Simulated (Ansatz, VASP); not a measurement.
## One calculation of TiB, two programs

```
Ti B
1.0
     0.00000    2.40326    2.40326
     2.40326    0.00000    2.40326
     2.40326    2.40326    0.00000
Ti B
1 1
Direct
  0.75000 0.75000 0.75000
  0.00000 0.00000 0.00000
```

Alike in both runs: task single point; functional PBEsol; k mesh 14 × 14 × 14; occupations gaussian, width 0.1 eV; no spin polarisation.

|  | VASP | Ansatz |
| --- | --- | --- |
| version | VASP 6.6.1 | Ansatz 0.2.0 |
| potentials or method | VASP PAW PBE potentials, release 64 (Ti_sv, B) | scalar-relativistic, plane waves, PAW |
| plane-wave cutoff (eV) | 520 | 420 |
| valence electrons in the cell | 15 | 15 |

|  | VASP | Ansatz | Ansatz less VASP |
| --- | --- | --- | --- |
| gap on the k mesh at the Fermi level (eV) | none | none | - |
| pressure (GPa) | 7.5 | 7.5 | 0.00 |

A gap of «none» marks a metal or a gap that the smearing closes. With one functional, cell and mesh, what is left measures potentials, basis and numerics.

Caveats: the PAW data sets were made with another functional, which shifts forces and pressure a little (VASP).
